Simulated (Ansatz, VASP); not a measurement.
## One calculation of SiC, two programs

```
Si C
1.0
     0.00000    2.15164    2.15164
     2.15164    0.00000    2.15164
     2.08422    2.08422    0.06742
Si C
1 1
Direct
  0.00000 0.00000 0.00000
  0.75000 0.75000 0.75000
```

Alike in both runs: task single point; functional PBE; k mesh 12 × 12 × 12; occupations gaussian, width 0.05 eV; no spin polarisation.

|  | VASP | Ansatz |
| --- | --- | --- |
| version | VASP 6.6.1 | Ansatz 0.2.0 |
| potentials or method | VASP PAW PBE potentials, release 64 (Si, C) | scalar-relativistic, plane waves, PAW |
| plane-wave cutoff (eV) | 520 | 520 |
| valence electrons in the cell | 8 | 8 |

```tsv
	VASP	Ansatz	Ansatz less VASP
gap on the k mesh at the Fermi level (eV)	1.04	1.05	+0.006
least direct gap on the mesh (eV)	4.28	4.29	+0.008
pressure (GPa)	26.9	27.0	+0.13
largest component of the traceless stress (GPa)	11.49	11.46	-0.037
rms of the force components (eV/Å)	0.512	0.513	+0.0012
```

Atom by atom the forces differ by 0.001 eV/Å (rms over components). With one functional, cell and mesh, what is left measures potentials, basis and numerics.

Caveats: so large a pressure means that the cell lies far from this level's equilibrium, or that cutoff or potentials fall short (VASP). A k mesh can miss the band edges.
